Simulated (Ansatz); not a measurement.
# SnO (P4/nmm) in Ansatz: further runs

One crystal, SnO, is run at these levels: LDA, PBEsol; tasks: relaxation of cell and atoms.

All numbers are computed with Ansatz 0.2.0; they aren't measurements. Logs are shortened: lines on timing, memory, paths and dates and some standing lists are left out, and cuts for length are marked.

## 1. The structure

Symmetry: P4/nmm, No. 129, tetragonal system. The conventional cell has a = 3.814 Å, b = 3.814 Å, c = 4.887 Å, α = 90.00°, β = 90.00°, γ = 90.00°. Around Sn (site symmetry 4mm) lie 4 O at 2.23 Å. O (site symmetry -4m2) is surrounded by 4 Sn at 2.23 Å.

The cell is a database's computed one.

## 2. Relaxation of cell and atoms, LDA

Contents of input.yaml:

```yaml
crystal:
  lattice:
    - [3.81369522, 0.0, 0.0]
    - [0.0, 3.81369522, 0.0]
    - [0.0, 0.0, 4.8869133]
  atoms:
    - { symbol: Sn, position: [0.5, 0.0, 0.76462614] }
    - { symbol: Sn, position: [0.0, 0.5, 0.23537386] }
    - { symbol: O, position: [0.0, 0.0, 0.0] }
    - { symbol: O, position: [0.5, 0.5, 0.0] }
hamiltonian:
  xc: lda
  pseudopotentials: { kind: paw }
kpoints:
  mp_grid: { grid: [7, 7, 6] }
scf:
  occupations: { method: fermi_dirac, width: 0.05 }
output:
  forces: true
  stress: true
  write_density: true
  write_potential: true
  elf: true
  volumetric_format: npy
relax:
  f_tol: 0.01
  max_steps: 40
  cell: { stress_tol: 0.05 }
```

Potentials or basis: Ansatz PAW.

Command:

```sh
$ ansatz run input.yaml --threads 2 --pin off --max-ram 5632MiB --backend cpu --events-out ev --progress --plain --runs-dir out
```

What it wrote:

```text
Warning: RAYON_NUM_THREADS=2 ignored (pool sized by the plan → 2); use --threads N
Engine: ansatz 0.2.0, x86_64-unknown-linux-gnu
Pseudopotentials: kind: paw
Pseudopotential: Sn, paw, valence charge 14, recommended cutoff 420 eV (normal), Sn.paw.azcp
Pseudopotential: O, paw, valence charge 6, recommended cutoff 420 eV (normal), O.paw.azcp
Functional definition: SPW92
  exchange = slater_x
  correlation = pw_c
Crystal: 4 atoms, lattice volume = 71.077 Å³
Basis set: ecut = 420 eV, 1409 PW (Γ)
Bands: 24, of which v1, the nominal top of the filled ones, is band 20 counted from 1 (19 counted from 0)
Symmetry: 16 space group operations
Space group: P4/nmm (ITA 129), of the structure as read, at distance tolerance 4.1e-5 Å
k-points: 40 of 294
Non-local potential: Sn, projectors of the file, l = 0: 2, l = 1: 2, l = 2: 2, l = 3: 2
Non-local potential: O, projectors of the file, l = 0: 2, l = 1: 2, l = 2: 1
PAW form: soft (Blöchl's): semilocal exchange-correlation on the pseudo side does not see the compensation charge
PAW frozen core: Sn, regenerated for the run's functional, and the local potential with it (the file was generated under x = pbe(κ = 0.804, μ = 0.2195149727645171), c = pbe(β = 0.06672455060314922))
PAW frozen core: O, regenerated for the run's functional, and the local potential with it (the file was generated under x = pbe(κ = 0.804, μ = 0.2195149727645171), c = pbe(β = 0.06672455060314922))
PAW one-centre angular grid: Sn, 590 points (default); XC on 64 Gauss nodes
PAW one-centre angular grid: O, 110 points (default); XC on 64 Gauss nodes
Initial density: superposition of atomic densities (neutral atoms: chi_scale 0, normalization atom), corrected by the library's trained network
Initial wavefunctions: pseudopotential atomic-orbital guess
Functional: x = slater, c = lda
SCF iter   1: F=—  HF=-12869.814921 eV  |F-HF|=—  |Δ(HF+E_count)|=         —  Δρ=1.44e-2  dr2=1.22e-1  ethr=1.77e-3  ⟨swp⟩=6.1  Hψ=4363  notcnv=0
preconditioner: auto → Resta (q_TF=auto, 2.479 Å⁻¹)  ε∞=3.4  [insulator: Δε(μ)=0.391 eV  Ē_g=17.852 eV  σ=0.050 eV  W_gap=0.96  n_scr=18 (ndim 8)  ℏωp=27.9 eV  f_vac=0.021  D(μ)=0.03/eV (n_scr^D=0)  ε∞_Penn≈3.4]
SCF iter   2: F=—  HF=-12869.786982 eV  |F-HF|=—  |Δ(HF+E_count)|=   2.79e-2  Δρ=5.53e-3  dr2=1.71e-2  ethr=3.05e-4  ⟨swp⟩=2.1  Hψ=1773  notcnv=0
SCF iter   3: F=—  HF=-12869.783042 eV  |F-HF|=—  |Δ(HF+E_count)|=   3.94e-3  Δρ=1.93e-3  dr2=1.99e-3  ethr=4.27e-5  ⟨swp⟩=2.0  Hψ=1411  notcnv=0
SCF iter   4: F=—  HF=-12869.782388 eV  |F-HF|=—  |Δ(HF+E_count)|=   6.53e-4  Δρ=4.12e-4  dr2=1.16e-4  ethr=4.97e-6  ⟨swp⟩=2.5  Hψ=1758  notcnv=0
SCF iter   5: F=—  HF=-12869.782363 eV  |F-HF|=—  |Δ(HF+E_count)|=   2.50e-5  Δρ=6.96e-5  dr2=4.68e-6  ethr=2.91e-7  ⟨swp⟩=2.5  Hψ=1478  notcnv=0
SCF iter   6: F=—  HF=-12869.782361 eV  |F-HF|=—  |Δ(HF+E_count)|=   2.12e-6  Δρ=1.37e-5  dr2=1.99e-7  ethr=1.17e-8  ⟨swp⟩=1.3  Hψ=1004  notcnv=0
SCF iter   7: F=-12869.782361 eV  HF=-12869.782361 eV  |F-HF|=1.30e-8  |Δ(HF+E_count)|=   3.55e-8  Δρ=4.02e-6  dr2=1.48e-8  ethr=2.50e-10  ⟨swp⟩=9.2  Hψ=6570  notcnv=0
SCF 1 converged in 7 iterations: F = -12869.782361 eV  dr2 = 1.48e-8
relax step   1: F+E_penalty+E_count = -12869.78236136 eV  Δ(F+E_penalty+E_count) = +0.000e0 eV  max|allowed force component| = 2.352e-1 eV/Å  Δτ_max = 0.0000 Å  P = -3.295 GPa  Ω = 71.077 Å³  (7 SCF iters, dr2 threshold 1.00e-7 eV, accepted)
[... 81 lines left out ...]
basis re-selected at this cell: Δ(F+E_penalty+E_count) = +2.171e-3 eV, ΔP = -0.025 GPa vs the last step (what re-selecting the basis moved, of the pressure what is left beyond the Pulay correction that the steps carried, after the strain that the cell walked since its last selection, with what the two solves' SCF thresholds leave and, on support functions, any second-order correction that the steps lacked; it is no measure of the basis error at this ecutwfc). This SCF's stress stands 4.97e-2 GPa from its target on what of the cell is left free (relax.cell.stress_tol is 5.00e-2 GPa) and its largest allowed force component is 9.59e-4 eV/Å (relax.f_tol is 1.00e-2 eV/Å): within both
SCF converged after 6 iterations
Free energy (F): -12869.823050 eV
Harris-Foulkes:  -12869.823050 eV  (|F-HF|=5.46e-12)
Internal energy: -12869.820618 eV  (E = F + TS)
E sigma→0 (E₀):  -12869.821834 eV
Entropy (-TS):   -0.002432 eV (-0.608 meV/atom)
Fermi energy:    10.524901 eV
--- Per-component energies (eV) ---
  E_band       = -165.766562
  E_kinetic    = 726.213023
  E_local      = -2507.997793  (includes V_loc(G=0)·N_el)
  E_nonlocal   = 44.935668
  E_hartree    = 1370.262443
  E_xc         = -903.704315
  E_vxc        = -384.595801  (∫ρ·V_xc dr)
  E_paw        = -8284.859396  (= ΣΔE_a)
  E_vpaw       = -784.851494  (= ΣTr[D̂ρ^β])
  E_aug_tail   = 0.004959  (compensation charges beyond the density's cutoff)
  E_ewald      = -3315.718846
  E_core_change = 1.043639  (= ΣΔE_core)
  E_smearing   = -0.002432  (= −TS)
  E_closure    = 0.000000  (closes the sum)
  Σ components = -12869.823050   (vs F -12869.823050, Δ=0.00e0)
--- Forces (eV/Å), atoms counted from 1 ---
  atom   1  Sn     0.00000000     0.00000000    -0.00095865
  atom   2  Sn     0.00000000     0.00000000     0.00095865
  atom   3  O      0.00000000     0.00000000     0.00000000
  atom   4  O      0.00000000     0.00000000     0.00000000
  max |Σ_I F_I| component: 1.11e-16 eV/Å
--- Stress (GPa, compression-positive) ---
       -0.022525       0.000000       0.000000
        0.000000      -0.022525       0.000000
        0.000000       0.000000      -0.049748
  P = ⅓ Tr σ = -0.0316 GPa (-0.316 kbar)
--- Band table (eV; the first three rows and the last of 40) ---
  k-point 0: bands = ["-11.5161", "-11.0405", "-11.0405", "-11.0275", "-10.9771", "-10.9757", "-10.9058", "-10.9046", "-10.8826", "-10.8826", "-9.8097", "-6.8330", "2.6327", "3.4620", "3.9285", "3.9285", "6.8661", "7.1818", "7.1818", "10.4798", "12.7977", "15.0138", "15.0138", "15.1450"]
  k-point 1: bands = ["-11.5095", "-11.0343", "-11.0321", "-11.0321", "-10.9725", "-10.9711", "-10.9102", "-10.9092", "-10.8924", "-10.8924", "-9.7948", "-6.8333", "1.8035", "3.9670", "3.9670", "4.5928", "6.8429", "7.1774", "7.1774", "10.3112", "12.3595", "14.2516", "14.2516", "15.1169"]
  k-point 2: bands = ["-11.4956", "-11.0483", "-11.0104", "-11.0104", "-10.9602", "-10.9585", "-10.9223", "-10.9216", "-10.9169", "-10.9169", "-9.7647", "-6.8340", "1.0656", "4.0461", "4.0461", "6.2175", "6.7977", "7.1678", "7.1678", "9.4554", "12.0312", "13.4440", "13.4440", "14.4619"]
  k-point 39: bands = ["-11.4298", "-11.4149", "-10.9938", "-10.9831", "-10.9631", "-10.9591", "-10.9329", "-10.9276", "-10.8834", "-10.8830", "-7.9102", "-7.7588", "1.2139", "1.3787", "4.2759", "4.6280", "7.6200", "7.6321", "7.7556", "7.8433", "12.7683", "12.9541", "14.2191", "15.0600"]
--- Relaxed structure (6 steps of the walk, 6 accepted, 2 SCFs on fresh bases) ---
  F+E_penalty+E_count = -12869.82305040 eV   max|allowed force component| = 9.587e-4 eV/Å   (the final SCF, on the basis selected at the relaxed cell)
  cell:  # Å, volume = 66.1178 Å³
    - [3.7669653971378483, -6.649294005071872e-35, 0.0]
    - [-6.649294005071872e-35, 3.7669653971378483, 0.0]
    - [0.0, 0.0, 4.6594550729914905]
  atoms:
    - { symbol: Sn, position: [0.5, -3.945340889229557e-37, 0.7543158124952628] }
    - { symbol: Sn, position: [-1.8148568090455924e-35, 0.5, 0.24568418750473708] }
    - { symbol: O, position: [1.8148568090455924e-35, -3.945340889229549e-37, 0.0] }
    - { symbol: O, position: [0.5, 0.5, 0.0] }
```

rho_z.tsv:

```text
# z_ang	rho[e/angstrom^3]
# format = ansatz-planar-average/11
# lattice	3.766965397	-0.000000000	0.000000000
# lattice	-0.000000000	3.766965397	0.000000000
# lattice	0.000000000	0.000000000	4.659455073
# sites	4
# site	50	1.883482699	-0.000000000	3.514700639
# site	50	-0.000000000	1.883482699	1.144754434
# site	8	0.000000000	-0.000000000	0.000000000
# site	8	1.883482699	1.883482699	0.000000000
0.000000	1.053810e0
0.145608	9.920781e-1
0.291216	8.361927e-1
0.436824	6.708179e-1
0.582432	5.942843e-1
0.728040	6.432331e-1
0.873648	7.757207e-1
1.019256	9.041078e-1
1.164864	9.349021e-1
1.310472	8.320608e-1
1.456080	6.419764e-1
1.601688	4.462562e-1
1.747296	2.994292e-1
1.892904	2.102409e-1
2.038512	1.631195e-1
2.184120	1.410517e-1
2.329728	1.346335e-1
2.475336	1.410517e-1
2.620943	1.631195e-1
2.766551	2.102409e-1
2.912159	2.994292e-1
3.057767	4.462562e-1
3.203375	6.419764e-1
3.348983	8.320608e-1
3.494591	9.349021e-1
3.640199	9.041078e-1
3.785807	7.757207e-1
3.931415	6.432331e-1
4.077023	5.942843e-1
4.222631	6.708179e-1
4.368239	8.361927e-1
4.513847	9.920781e-1
```

v_z.tsv:

```text
# z_ang	v_es[eV]	v_tot[eV]
# format = ansatz-planar-average/11
# xc	lda
# density_cutoff_ev	1680
# datasets	Sn=:simpson_from_first_knot:soft:shift=-1220914	O=:simpson_from_first_knot:soft:shift=-566719
# lattice	3.766965397	-0.000000000	0.000000000
# lattice	-0.000000000	3.766965397	0.000000000
# lattice	0.000000000	0.000000000	4.659455073
# sites	4
# site	50	1.883482699	-0.000000000	3.514700639
# site	50	-0.000000000	1.883482699	1.144754434
# site	8	0.000000000	-0.000000000	0.000000000
# site	8	1.883482699	1.883482699	0.000000000
0.000000	1.543019e0	-1.174420e1
0.145608	1.779191e0	-1.141245e1
0.291216	2.532369e0	-1.040376e1
0.436824	3.800742e0	-8.807346e0
0.582432	5.824167e0	-6.492000e0
0.728040	7.723832e0	-4.415135e0
0.873648	8.785013e0	-3.272451e0
1.019256	9.540052e0	-2.418050e0
1.164864	9.780735e0	-1.937033e0
1.310472	9.471815e0	-1.809600e0
1.456080	8.846780e0	-1.834223e0
1.601688	8.340679e0	-1.669135e0
1.747296	8.337897e0	-1.047707e0
1.892904	8.989318e0	8.598176e-2
2.038512	1.003790e1	1.440498e0
2.184120	1.094374e1	2.505427e0
2.329728	1.126983e1	2.880768e0
2.475336	1.094374e1	2.505427e0
2.620943	1.003790e1	1.440498e0
2.766551	8.989318e0	8.598176e-2
2.912159	8.337897e0	-1.047707e0
3.057767	8.340679e0	-1.669135e0
3.203375	8.846780e0	-1.834223e0
3.348983	9.471815e0	-1.809600e0
3.494591	9.780735e0	-1.937033e0
3.640199	9.540052e0	-2.418050e0
3.785807	8.785013e0	-3.272451e0
3.931415	7.723832e0	-4.415135e0
4.077023	5.824167e0	-6.492000e0
4.222631	3.800742e0	-8.807346e0
4.368239	2.532369e0	-1.040376e1
4.513847	1.779191e0	-1.141245e1
```

Run time: 11 s. Hardware: 2 threads of Intel Xeon Platinum 8488C (Sapphire Rapids), shared host; peak memory 0.44 GiB.

What came out:

```
Free energy                            : -12869.8231 eV
Relaxed volume                         : 16.53 Å³/atom
Relaxed cell                           : a = 3.767 Å, b = 3.767 Å, c = 4.659 Å, α = 90.00°, β = 90.00°, γ = 90.00°
Space group after relaxing (to 0.05 Å) : P4/nmm (No. 129)
Energy gained by relaxing              : 10.2 meV/atom
Ionic steps                            : 8
Pressure after relaxing                : 0.0 GPa
Band gap on the k mesh                 : 0.07 eV, indirect (least direct gap 1.89 eV)
```

Step by step:
```
step  energy change (eV)  largest force (eV/Å)  volume (Å³)
   1              0.0000                0.2352        71.08
   2             -0.0506                0.2314        65.51
   3             -0.0506                0.1537        66.79
   4             -0.0524                0.0061        66.72
   5             -0.0526                0.0016        66.66
   6             -0.0401                0.0013        66.66
   7             -0.0429                0.0006        66.12
   8             -0.0407                0.0010        66.12
```

Final structure:
```cif
data_structure
_symmetry_space_group_name_H-M 'P 1'
_symmetry_Int_Tables_number 1
_cell_length_a 3.7670
_cell_length_b 3.7670
_cell_length_c 4.6595
_cell_angle_alpha 90.000
_cell_angle_beta 90.000
_cell_angle_gamma 90.000
_cell_volume 66.12
loop_
_atom_site_label
_atom_site_type_symbol
_atom_site_fract_x
_atom_site_fract_y
_atom_site_fract_z
_atom_site_occupancy
Sn1 Sn 0.50000 0.00000 0.75432 1
Sn2 Sn 0.00000 0.50000 0.24568 1
O1 O 0.00000 0.00000 0.00000 1
O2 O 0.50000 0.50000 0.00000 1
```

Caveat: odd divisions of the mesh miss points on the zone boundary, where band edges often lie, so the gap on the mesh can be too wide; the plane-wave basis is chosen anew once the cell has moved, so the energies of steps on either side of that aren't comparable; the pressure holds a Pulay correction of +0.7 GPa for the finite cutoff; spin-orbit coupling is left out, which moves the levels of the heavy elements; the PAW data sets come from PBE, with cores solved anew for the run's functional, which leaves a small shift of forces and pressure. A hybrid or GW would open this gap; LDA tends to underestimate it.

## 3. Relaxation of cell and atoms, PBEsol

Changes to input.yaml since step 2:

```diff
@@ -11,3 +11,3 @@
 hamiltonian:
-  xc: lda
+  xc: pbesol
   pseudopotentials: { kind: paw }
```

Potentials or basis: Ansatz PAW.

Command:

```sh
$ ansatz run input.yaml --threads 2 --pin off --max-ram 5632MiB --backend cpu --events-out ev --progress --plain --runs-dir out
```

Run time: 11 s. Hardware: 2 threads of Intel Xeon Platinum 8488C (Sapphire Rapids), shared host; peak memory 0.44 GiB.

The run converged. Its results:

```yaml
Free_energy: -13021.4209 eV
Relaxed_volume: 17.21 Å³/atom
Relaxed_cell: a = 3.806 Å, b = 3.806 Å, c = 4.752 Å, α = 90.00°, β = 90.00°, γ = 90.00°
Space_group_after_relaxing_to_0.05_Å: P4/nmm (No. 129)
Energy_gained_by_relaxing: 1.8 meV/atom
Ionic_steps: 8
Pressure_after_relaxing: 0.0 GPa
Band_gap_on_the_k_mesh: 0.15 eV, indirect (least direct gap 1.92 eV)
```

Step by step:
| step | energy change (eV) | largest force (eV/Å) | volume (Å³) |
| --- | --- | --- | --- |
| 1 | 0.0000 | 0.0744 | 71.08 |
| 2 | -0.0099 | 0.2203 | 68.34 |
| 3 | -0.0120 | 0.0030 | 69.10 |
| 4 | -0.0120 | 0.0061 | 69.15 |
| 5 | -0.0120 | 0.0002 | 69.14 |
| 6 | -0.0071 | 0.0011 | 69.14 |
| 7 | -0.0083 | 0.0004 | 68.82 |
| 8 | -0.0073 | 0.0006 | 68.82 |

Final structure:
```xyz
4
Lattice="3.8058 0.0000 0.0000 0.0000 3.8058 0.0000 0.0000 0.0000 4.7517" Properties=species:S:1:pos:R:3 pbc="T T T"
Sn    1.9029    0.0000    3.5997
Sn    0.0000    1.9029    1.1520
O     0.0000    0.0000    0.0000
O     1.9029    1.9029    0.0000
```

Levels at points of the mesh, in eV from the valence-band top:
```tsv
k point	band 17	band 18	band 19	band 20	band 21	band 22	band 23	band 24
(0.00, 0.00, 0.00)	-3.49	-3.18	-3.18	0.00	2.15	4.53	4.55	4.55
(0.00, 0.00, -0.50)	-3.20	-3.20	-3.00	-2.21	1.63	2.78	2.78	3.55
```

Caveat: odd divisions of the mesh miss points on the zone boundary, where band edges often lie, so the gap on the mesh can be too wide; the plane-wave basis is chosen anew once the cell has moved, so the energies of steps on either side of that aren't comparable; the pressure holds a Pulay correction of +0.5 GPa for the finite cutoff; spin-orbit coupling is left out, which moves the levels of the heavy elements; the PAW data sets come from PBE, with cores solved anew for the run's functional, which leaves a small shift of forces and pressure. A k mesh can miss the band edges.
